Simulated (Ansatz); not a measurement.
MoTe2 (P-6m2) from a database structure, relaxed with r2SCAN+rVV10, was run in the PAW code Ansatz under altered settings. All numbers are computed, without spin polarisation but where a row says otherwise.

```xyz
3
Lattice="3.5371 0.0000 0.0000 -1.7686 3.0632 0.0000 0.0000 0.0000 7.8268" Properties=species:S:1:pos:R:3 pbc="T T T"
Te    0.0000    2.0422    6.0307
Te    0.0000    2.0422    1.7961
Mo    0.0000    0.0000    0.0000
```

The base run's other keys:
```yaml
kpoints:
  mp_grid: { grid: [6, 6, 2] }
hamiltonian:
  xc: hse06
scf:
  occupations: { method: fixed }
  n_extra_bands: 4
```

It takes 16 iterations with 1641 plane waves at 420 eV and 14 k points, and leaves a mean stress of -1.35 GPa. The gap over this mesh is 1.479 eV. It ran on 4 threads of Arm Neoverse V2, with other jobs on the host.

Outcomes, with energy and stress as changes against the base:
```csv
setting,outcome,ΔF (meV/atom),Δ mean stress (GPa),gap on the mesh (eV),iterations,wall time
"PBE hybrid, exx coeff 0.05, omega 0.5 1/Å",converged,–,+2.7,1.084,12,13 s
"PBE hybrid, exx coeff 0.2, unscreened",converged,–,+0.6,1.916,17,14 s
"PBE hybrid, exx coeff 1.0, omega 0.5 1/Å",converged,–,-4.9,1.577,30,22 s
"PBE hybrid, exx coeff 1.5, omega 0.3 1/Å",refused,–,–,–,–,0.03 s
basis.ecutwfc: 600,converged,-1.2,0.0,1.479,18,25 s
```
A dash marks a value that wasn't obtained or can't be compared. Stress is positive in compression. The base took 14 s. The base's mesh is coarse for a hybrid, so its own values aren't converged.

- PBE hybrid, exx coeff 0.05, omega 0.5 1/Å. That is 5 % exact exchange, screened with ω = 0.5 1/Å, against HSE06's 25 % screened at 0.208 1/Å. The mean stress moves by +2.7 GPa and the gap on the mesh by -0.395 eV (to 1.084). Totals of different functionals aren't comparable.
- PBE hybrid, exx coeff 0.2, unscreened. That is 20 % exact exchange, at all ranges, against HSE06's 25 % screened at 0.208 1/Å. The mean stress moves by +0.6 GPa and the gap on the mesh by +0.436 eV (to 1.916). Totals of different functionals aren't comparable.
- PBE hybrid, exx coeff 1.0, omega 0.5 1/Å. That is 100 % exact exchange, screened with ω = 0.5 1/Å, against HSE06's 25 % screened at 0.208 1/Å. The mean stress moves by -4.9 GPa and the gap on the mesh by +0.098 eV (to 1.577). Totals of different functionals aren't comparable.
- PBE hybrid, exx coeff 1.5, omega 0.3 1/Å. The program doesn't start. Error: invalid value for `hamiltonian.xc.exx.coeff`: must be finite and in (0, 1]; got 1.5
- basis.ecutwfc: 600. 2797 plane waves in place of 1641. The free energy moves by -1.2 meV an atom, the mean stress by 0.0 GPa and the gap on the mesh by 0.000 eV (to 1.479). The base cutoff was converged to that degree.

Spin-orbit coupling is left out, which matters wherever the heavy atoms make up the band edges.

The program warns that its thresholds are loose for a hybrid's stress.

The meshes of the hybrids are coarse, so their gaps aren't converged to the digits shown.
